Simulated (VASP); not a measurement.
## MgO: dielectric tensor with PBE

MgO:

```
Mg O
1.0
     2.93802    0.00000    0.00000
    -1.46901    2.54440    0.00000
     0.00000    0.00000    2.67968
Mg O
1 1
Direct
  0.00000 0.00000 0.00000
  0.33333 0.66667 0.50000
```

Measurements of this composition are mostly on another form, of space group No. 225.

```json
{"Program": "VASP 6.6.1", "Task": "dielectric tensor", "Functional": "PBE", "Potentials or basis": "VASP PAW PBE potentials, release 64 (Mg, O)", "Cutoff": "800 eV", "k mesh": "12 × 12 × 12", "Occupations": "gaussian, width 0.01 eV", "Spin": "no spin polarisation", "Further INCAR settings": "ALGO = Normal; EDIFF = 1e-08"}
```

```yaml
Band_gap_on_the_k_mesh: 3.00 eV, indirect (least direct gap 3.40 eV)
Electronic_dielectric_tensor_diagonal: 3.38, 3.38, 3.45
Born_charges_mean_of_the_diagonal: Mg +2.02; O -2.02 e
```

Levels at points of the mesh, in eV from the valence-band top:
```tsv
k point	band 1	band 2	band 3	band 4	band 5	band 6	band 7	band 8
(0.00, 0.00, 0.00)	-17.43	-0.60	-0.60	-0.40	3.00	11.87	15.57	15.57
(0.50, 0.00, 0.00)	-16.40	-4.88	-1.31	-0.05	6.60	10.53	13.09	17.80
(0.00, 0.00, 0.50)	-16.36	-5.34	-0.10	-0.10	8.28	9.00	17.56	17.56
(0.50, 0.00, 0.50)	-15.64	-3.71	-3.35	-0.82	5.83	11.42	13.96	14.85
```

Electronic dielectric tensor:
```
3.38 0.00 0.00
0.00 3.38 0.00
0.00 0.00 3.45
```

Born effective charge tensors (e):
atom 1, Mg
```
1.98 0.00 0.00
0.00 1.98 0.00
0.00 0.00 2.09
```
atom 2, O
```
-1.98  0.00  0.00
 0.00 -1.98  0.00
 0.00  0.00 -2.09
```

It took 3 min on 1 thread of Intel(R) Xeon(R) Platinum 8559C (Emerald Rapids), on a shared host, peak memory 0.51 GiB.

A k mesh can miss the band edges.
